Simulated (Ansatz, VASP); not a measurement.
## Two plane-wave programs on Os

```
Os
1.0
     2.72718    0.00000    0.00000
    -1.36359    2.36181    0.00000
     0.00000    0.00000    4.31320
Os
2
Direct
  0.33333 0.66667 0.25000
  0.66667 0.33333 0.75000
```

Alike in both runs: functional PBEsol; k mesh 18 × 18 × 10; occupations gaussian, width 0.1 eV; no spin polarisation.

Ansatz relaxed the structure, and its values are those at the end. VASP's run is a single point on that final structure, the one shown.

|  | VASP | Ansatz |
| --- | --- | --- |
| version | VASP 6.6.1 | Ansatz 0.2.0 |
| potentials or method | VASP PAW PBE potentials, release 64 (Os) | scalar-relativistic, plane waves, PAW |
| plane-wave cutoff (eV) | 520 | 420 |
| valence electrons in the cell | 16 | 32 |

VASP gave:

| Property | Result |
| --- | --- |
| gap on the k mesh at the Fermi level (eV) | none |
| pressure (GPa) | 0.5 |

Q: Estimate Ansatz's values.

A: gap on the k mesh at the Fermi level (eV): none; pressure (GPa): 0.0.

A gap of «none» marks a metal or a gap that the smearing closes. The two sets of potentials don't hold the same shells in valence.

Caveats: the PAW data sets were made with another functional, which shifts forces and pressure a little (VASP). Spin-orbit coupling is left out, which matters for the levels of Os.
